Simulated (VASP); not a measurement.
# FeSi23 (a cell with a defect) in VASP: notebook

Runs on FeSi23 (a cell with a defect). Level: PBEsol+U. Tasks: relaxation of the atoms, single point.

Program: VASP 6.6.1. These are calculated values, not measurements. Logs are shortened: lines on timing, memory, paths and dates and some standing lists are left out, and cuts for length are marked.

## (1) The crystal as given

The cell holds a defect, 24 atoms: a = 11.534 Å, b = 7.689 Å, c = 7.689 Å, α = 60.00°, β = 60.00°, γ = 60.00°.

## (2) Relaxation of the atoms, PBEsol+U, collinear spin, ferromagnetic start

Contents of INCAR:

```
ALGO = Normal ; EDIFF = 1E-5
EDIFFG = -0.03 ; ENCUT = 350
GGA = PS ; IBRION = 2
ISIF = 2 ; ISMEAR = 0
ISPIN = 2 ; KPAR = 4
LASPH = T ; LCHARG = F
LDAU = T ; LDAUJ = 0 0
LDAUL = 2 -1 ; LDAUPRINT = 1
LDAUTYPE = 2 ; LDAUU = 4 0
LMAXMIX = 4 ; LORBIT = 11
LREAL = Auto ; LWAVE = F
MAGMOM = 4 0 0 0 0 0 0 0 0 0 0 0 0 0 0 0 0 0 0 0 0 0 0 0 ; NELM = 120
NSW = 40 ; PREC = Accurate
SIGMA = 0.03
```

Contents of KPOINTS:

```
k-points
0
Gamma
  2 3 3
```

Contents of POSCAR:

```
FeSi23
1.0
    0.0000000000      8.1555000000      8.1555000000
    5.4370000000      0.0000000000      5.4370000000
    5.4370000000      5.4370000000      0.0000000000
Fe Si
1 23
Direct
    0.0000000000      0.0000000000      0.0000000000
    0.0000000000      0.0000000000      0.5000000000
    0.0000000000      0.5000000000      0.0000000000
    0.0000000000      0.5000000000      0.5000000000
    0.3333330000      0.0000000000      0.0000000000
    0.3333330000      0.0000000000      0.5000000000
    0.3333330000      0.5000000000      0.0000000000
    0.3333330000      0.5000000000      0.5000000000
    0.6666670000      0.0000000000      0.0000000000
    0.6666670000      0.0000000000      0.5000000000
    0.6666670000      0.5000000000      0.0000000000
    0.6666670000      0.5000000000      0.5000000000
    0.0833333333      0.1250000000      0.1250000000
    0.0833333333      0.1250000000      0.6250000000
    0.0833333333      0.6250000000      0.1250000000
    0.0833333333      0.6250000000      0.6250000000
    0.4166663333      0.1250000000      0.1250000000
    0.4166663333      0.1250000000      0.6250000000
    0.4166663333      0.6250000000      0.1250000000
    0.4166663333      0.6250000000      0.6250000000
    0.7500003333      0.1250000000      0.1250000000
    0.7500003333      0.1250000000      0.6250000000
    0.7500003333      0.6250000000      0.1250000000
    0.7500003333      0.6250000000      0.6250000000
```

Potentials or basis: VASP PAW PBE potentials, release 64 (Fe, Si).

Command:

```console
cat potpaw_PBE.64/Fe/POTCAR potpaw_PBE.64/Si/POTCAR > POTCAR
mpirun -np 4 vasp_std > vasp.out
```

OUTCAR:

```text
EDIFF = 1E-5
   EDIFFG = -0.03
   ENCUT = 350
   GGA = PS
   IBRION = 2
   ISIF = 2
   ISMEAR = 0
   ISPIN = 2
   LASPH = T
   LORBIT = 11
   LREAL = Auto
   NELM = 120
   NSW = 40
   PREC = Accurate

 ion  position               nearest neighbor table
   1  0.000  0.000  0.000-  21 2.35  13 2.35  15 2.35  14 2.35
   2  0.000  0.000  0.500-  22 2.35  14 2.35  16 2.35  13 2.35
   3  0.000  0.500  0.000-  23 2.35  15 2.35  13 2.35  16 2.35
   4  0.000  0.500  0.500-  24 2.35  16 2.35  14 2.35  15 2.35
   5  0.333  0.000  0.000-  13 2.35  17 2.35  19 2.35  18 2.35
   6  0.333  0.000  0.500-  14 2.35  18 2.35  20 2.35  17 2.35
[... 16 lines left out ...]
  23  0.750  0.625  0.125-   3 2.35  11 2.35   9 2.35  12 2.35
  24  0.750  0.625  0.625-   4 2.35  12 2.35  11 2.35  10 2.35

  LATTYP: Found a face centered orthorhombic cell.
 ALAT       =     7.6890791386
 B/A-ratio  =     1.7320508076
 C/A-ratio  =     2.4494897428

  Lattice vectors:

 A1 = (   0.0000000000,   8.1555000000,   8.1555000000)
 A2 = (  -5.4370000000,   2.7185000000,   8.1555000000)
 A3 = (   5.4370000000,   0.0000000000,   5.4370000000)

Analysis of symmetry for initial positions (statically):
=====================================================================
 Subroutine PRICEL returns:
 Original cell was already a primitive cell.

 Routine SETGRP: Setting up the symmetry group for a
 face centered orthorhombic supercell.

 Subroutine GETGRP returns: Found  2 space group operations
 (whereof  2 operations were pure point group operations)
 out of a pool of  8 trial point group operations.

The static configuration has the point symmetry C_1h.

Analysis of symmetry for dynamics (positions and initial velocities):
=====================================================================
 Subroutine PRICEL returns:
 Original cell was already a primitive cell.

 Routine SETGRP: Setting up the symmetry group for a
 face centered orthorhombic supercell.

 Subroutine GETGRP returns: Found  2 space group operations
 (whereof  2 operations were pure point group operations)
 out of a pool of  8 trial point group operations.

The dynamic configuration has the point symmetry C_1h.

Analysis of structural, dynamic, and magnetic symmetry:
=====================================================================
 Subroutine PRICEL returns:
 Original cell was already a primitive cell.

 Routine SETGRP: Setting up the symmetry group for a
 face centered orthorhombic supercell.

 Subroutine GETGRP returns: Found  2 space group operations
 (whereof  2 operations were pure point group operations)
 out of a pool of  8 trial point group operations.

The overall configuration has the point symmetry C_1h.

 Subroutine INISYM returns: Found  2 space group operations
 (whereof  2 operations are pure point group operations),
 and found     1 'primitive' translations

----------------------------------------------------------------------------------------

                                     Primitive cell

  volume of cell :     482.1690

  direct lattice vectors                    reciprocal lattice vectors
     0.000000000  8.155500000  8.155500000    -0.061308320  0.061308320  0.061308320
     5.437000000  0.000000000  5.437000000     0.091962479 -0.091962479  0.091962479
     5.437000000  5.437000000  0.000000000     0.091962479  0.091962479 -0.091962479

  length of vectors
    11.533618708  7.689079139  7.689079139     0.106189124  0.159283687  0.159283687

  position of ions in fractional coordinates (direct lattice)
     0.000000000  0.000000000  0.000000000
[... 145 lines left out ...]
 Gauss-broadening in eV      SIGMA  =   0.03
  energy-cutoff  :      350.00
  volume of cell :      482.17
 maximum number of plane-waves:      7219
   NGX = 35   NGY = 23   NGZ = 23

--------------------------------------- Ionic step        1  -------------------------------------------

 number of electron     100.0000000 magnetization       4.0000000

 number of electron      99.9999998 magnetization       3.1110948

 Free energy of the ion-electron system (eV)
  ---------------------------------------------------
  ext. energy  EPLUGINS =         0.00000000
  ---------------------------------------------------
  free energy    TOTEN  =      -135.75574590 eV

  energy without entropy =     -135.75457406  energy(sigma->0) =     -135.75515998

------------------------ aborting loop because EDIFF is reached ----------------------------------------

  FORCE on cell =-STRESS in cart. coord.  units (eV):
  Direction    XX          YY          ZZ          XY          YZ          ZX
  --------------------------------------------------------------------------------------
  -------------------------------------------------------------------------------------
  Total        0.0481058     -0.1734557     -0.1734557     -0.1677121     -0.0383812     -0.1680509
  in kB        0.1598486     -0.5763680     -0.5763680     -0.5572830     -0.1275352     -0.5584088
  external PRESSURE =      -0.3309625 kB  Pullay stress =       0.0000000 kB
[... 271 lines left out ...]
  FREE ENERGIE OF THE ION-ELECTRON SYSTEM (eV)
  ---------------------------------------------------
  free  energy   TOTEN  =      -135.7644752993 eV

  energy  without entropy=     -135.7630474085  energy(sigma->0) =     -135.76376135

atom =   1  type =  1  l = 2

 onsite density matrix

spin component  1

  0.9121 -0.0055  0.0006 -0.0041 -0.0006
 -0.0055  0.9062  0.0000 -0.0055 -0.0001
  0.0006  0.0000  0.9318  0.0002 -0.0008
 -0.0041 -0.0055  0.0002  0.9121 -0.0008
 -0.0006 -0.0001 -0.0008 -0.0008  0.9328

spin component  2

  0.4572  0.0996  0.0070  0.1228  0.0113
  0.0996  0.6309 -0.0333  0.0996  0.0576
  0.0070 -0.0333  0.0243 -0.0132 -0.0042
  0.1228  0.0996 -0.0132  0.4572 -0.0004
  0.0113  0.0576 -0.0042 -0.0004  0.0291

 occupancies and eigenvectors

  o =  0.0210  v =  0.0000  0.0000  0.0000  0.0000  0.0000 -0.0372  0.0000  0.8648  0.0372  0.4993      0.0000  0.0000  0.0000  0.0000  0.0000  0.0000  0.0000  0.0000  0.0000  0.0000
  o =  0.0241  v =  0.0000  0.0000  0.0000  0.0000  0.0000  0.0089 -0.1119 -0.4968  0.0089  0.8605      0.0000  0.0000  0.0000  0.0000  0.0000  0.0000  0.0000  0.0000  0.0000  0.0000
  o =  0.3352  v =  0.0000  0.0000  0.0000  0.0000  0.0000  0.7061  0.0000  0.0456 -0.7061  0.0263      0.0000  0.0000  0.0000  0.0000  0.0000  0.0000  0.0000  0.0000  0.0000  0.0000
  o =  0.4652  v =  0.0000  0.0000  0.0000  0.0000  0.0000 -0.5481  0.6267 -0.0402 -0.5481  0.0696      0.0000  0.0000  0.0000  0.0000  0.0000  0.0000  0.0000  0.0000  0.0000  0.0000
  o =  0.7530  v =  0.0000  0.0000  0.0000  0.0000  0.0000 -0.4467 -0.7712  0.0394 -0.4467 -0.0683      0.0000  0.0000  0.0000  0.0000  0.0000  0.0000  0.0000  0.0000  0.0000  0.0000
  o =  0.8992  v =  0.4705  0.7462 -0.0119  0.4705  0.0207  0.0000  0.0000  0.0000  0.0000  0.0000      0.0000  0.0000  0.0000  0.0000  0.0000  0.0000  0.0000  0.0000  0.0000  0.0000
  o =  0.9149  v = -0.5267  0.6657  0.0222 -0.5267 -0.0385  0.0000  0.0000  0.0000  0.0000  0.0000      0.0000  0.0000  0.0000  0.0000  0.0000  0.0000  0.0000  0.0000  0.0000  0.0000
  o =  0.9162  v = -0.7070  0.0000  0.0151  0.7070  0.0087  0.0000  0.0000  0.0000  0.0000  0.0000      0.0000  0.0000  0.0000  0.0000  0.0000  0.0000  0.0000  0.0000  0.0000  0.0000
  o =  0.9314  v = -0.0123  0.0000 -0.8659  0.0123 -0.4999  0.0000  0.0000  0.0000  0.0000  0.0000      0.0000  0.0000  0.0000  0.0000  0.0000  0.0000  0.0000  0.0000  0.0000  0.0000
  o =  0.9333  v =  0.0347 -0.0118  0.4994  0.0347 -0.8649  0.0000  0.0000  0.0000  0.0000  0.0000      0.0000  0.0000  0.0000  0.0000  0.0000  0.0000  0.0000  0.0000  0.0000  0.0000

--------------------------------------- Ionic step        6  -------------------------------------------

 number of electron      99.9999999 magnetization       3.1116194

 Free energy of the ion-electron system (eV)
  ---------------------------------------------------
  ext. energy  EPLUGINS =         0.00000000
  ---------------------------------------------------
  free energy    TOTEN  =      -135.76509014 eV

  energy without entropy =     -135.76363002  energy(sigma->0) =     -135.76436008

 E-fermi :   5.7339     XC(G=0):  -9.5685

 val. band max:        5.7248837784   @ k =   0.5000   0.3333   0.3333
 cond. band min:       5.8043009001   @ k =   0.5000  -0.3333   0.3333
 fundamental gap:      0.0794171217
 Fermi energy:         5.7339444667

 spin component 1

 k-point     1 :       0.0000    0.0000    0.0000
  band No.  band energies     occupation
      1      -6.3044      1.00000
      2      -5.0051      1.00000
      3      -4.8589      1.00000
      4      -4.0459      1.00000
      5      -3.9929      1.00000
      6      -3.8903      1.00000
[... 509 lines left out ...]
     61       8.7480      0.00000
     62       8.9065      0.00000
 Fermi energy:         5.7339444667

 spin component 2

 k-point     1 :       0.0000    0.0000    0.0000
  band No.  band energies     occupation
      1      -6.3013      1.00000
      2      -5.0028      1.00000
      3      -4.8547      1.00000
      4      -4.0407      1.00000
      5      -3.9897      1.00000
      6      -3.8891      1.00000
[... 509 lines left out ...]
     61       8.7572      0.00000
     62       8.9259      0.00000
 [bands above 62 left out]

------------------------ aborting loop because EDIFF is reached ----------------------------------------

  FORCE on cell =-STRESS in cart. coord.  units (eV):
  Direction    XX          YY          ZZ          XY          YZ          ZX
  --------------------------------------------------------------------------------------
  -------------------------------------------------------------------------------------
  Total        0.2577512     -0.0886976     -0.0886976     -0.1041751     -0.3829893     -0.1046143
  in kB        0.8564697     -0.2947293     -0.2947293     -0.3461587     -1.2726176     -0.3476180
  external PRESSURE =       0.0890037 kB  Pullay stress =       0.0000000 kB
[... 39 lines left out ...]
  FREE ENERGIE OF THE ION-ELECTRON SYSTEM (eV)
  ---------------------------------------------------
  free  energy   TOTEN  =      -135.7650901427 eV

  energy  without entropy=     -135.7636300202  energy(sigma->0) =     -135.76436008

 reached required accuracy - stopping structural energy minimisation

 total charge

# of ion       s       p       d       tot
------------------------------------------
    1        0.499   0.417   6.170   7.086
    2        0.758   0.925   0.000   1.683
    3        0.758   0.925   0.000   1.683
    4        0.756   0.928   0.000   1.685
    5        0.756   0.930   0.000   1.686
    6        0.753   0.934   0.000   1.687
[... 16 lines left out ...]
   23        0.752   0.940   0.000   1.691
   24        0.751   0.939   0.000   1.690
--------------------------------------------------
tot         17.919  21.820   6.170  45.909

 magnetization (x)

# of ion       s       p       d       tot
------------------------------------------
    1        0.032   0.047   2.994   3.074
    2        0.002   0.002   0.000   0.004
    3        0.002   0.002   0.000   0.004
    4        0.003  -0.003   0.000  -0.000
    5        0.003   0.002   0.000   0.005
    6        0.002   0.002   0.000   0.004
[... 16 lines left out ...]
   23       -0.000  -0.001   0.000  -0.001
   24        0.000  -0.001   0.000  -0.001
--------------------------------------------------
tot          0.045  -0.079   2.994   2.961
```

Wall time 5.7 min (4 MPI ranks of AMD EPYC 9R45 (Zen 5), shared host); peak memory 0.65 GiB.

What came out:

| Item | Value |
| --- | --- |
| Free energy | -135.7651 eV |
| Energy gained by relaxing | 0.4 meV/atom |
| Ionic steps | 6 |
| Pressure after relaxing | 0.0 GPa |
| Largest force after relaxing | 0.029 eV/Å |
| Band gap on the k mesh | none (metal or under the smearing width) |
| Net moment | 3.11 μB per cell |
| Site moments | Fe +3.07; Si +0.00, -0.00, +0.01, -0.03, -0.04, -0.02 μB |
| Valence electrons inside the program's atomic spheres | Fe 7.09; Si 1.68, 1.69 |

Forces in eV/Å, atoms in the order of the input:
```
Fe   0.011  0.008  0.008
Si   0.003  0.005 -0.007
Si   0.003 -0.007  0.005
Si  -0.008 -0.006 -0.006
Si   0.005 -0.007 -0.007
Si  -0.009 -0.010  0.009
Si  -0.009  0.009 -0.010
Si  -0.008  0.004  0.004
Si  -0.006  0.017  0.017
Si   0.004 -0.001 -0.003
Si   0.004 -0.003 -0.001
Si   0.008 -0.001 -0.001
Si   0.000 -0.008 -0.008
Si   0.006  0.027 -0.008
Si   0.006 -0.008  0.027
Si  -0.016  0.002  0.002
Si  -0.023  0.005  0.005
Si   0.005 -0.009 -0.017
Si   0.005 -0.017 -0.009
Si   0.002  0.001  0.001
Si   0.008  0.008  0.008
Si   0.000 -0.005 -0.004
Si   0.000 -0.004 -0.005
Si   0.008  0.001  0.001
```

Stress tensor (GPa, compression positive):
```
 0.09 -0.03 -0.03
-0.03 -0.03 -0.13
-0.03 -0.13 -0.03
```

The path:
```tsv
step	energy change (eV)	largest force (eV/Å)	pressure (GPa)
1	0.0000	0.2768	-0.03
2	-0.0063	0.1016	-0.03
3	-0.0069	0.0795	0.00
4	-0.0083	0.0464	0.00
5	-0.0087	0.0380	0.01
6	-0.0093	0.0289	0.01
```

Final structure:
```
Fe Si
1.0
     0.00000    8.15550    8.15550
     5.43700    0.00000    5.43700
     5.43700    5.43700    0.00000
Fe Si
1 23
Cartesian
  0.0005 0.0046 0.0046
  8.1546 10.8759 13.5867
  8.1546 13.5867 10.8759
  5.4358 2.7185 2.7185
  0.0004 2.7144 2.7144
  2.7159 5.4342 2.7193
  2.7159 2.7193 5.4342
  5.4369 5.4375 5.4375
  10.8654 10.8816 10.8816
  8.1559 8.1580 10.8747
  8.1559 10.8747 8.1580
  5.4378 8.1560 8.1560
  1.3808 1.3686 1.3686
  4.0694 4.0693 1.3662
  4.0694 1.3662 4.0693
  6.7926 4.0779 4.0779
  1.3509 4.0820 4.0820
  4.0800 6.7927 4.0745
  4.0800 4.0745 6.7927
  6.7972 6.7953 6.7953
  1.3770 6.7826 6.7826
  4.0772 9.5142 6.7993
  4.0772 6.7993 9.5142
  6.7958 9.5151 9.5151
```

Eigenvalues of the final occupation matrices:
```csv
site,spin,trace,eigenvalues
site 1 d,1,4.59,0.90 0.91 0.92 0.93 0.93
site 1 d,2,1.60,0.02 0.02 0.34 0.47 0.75
```

Caveat: the PAW data sets were made with another functional, which shifts forces and pressure a little; the U is typed as a test and isn't derived for this compound.

(Continued in part 2 of 2.)
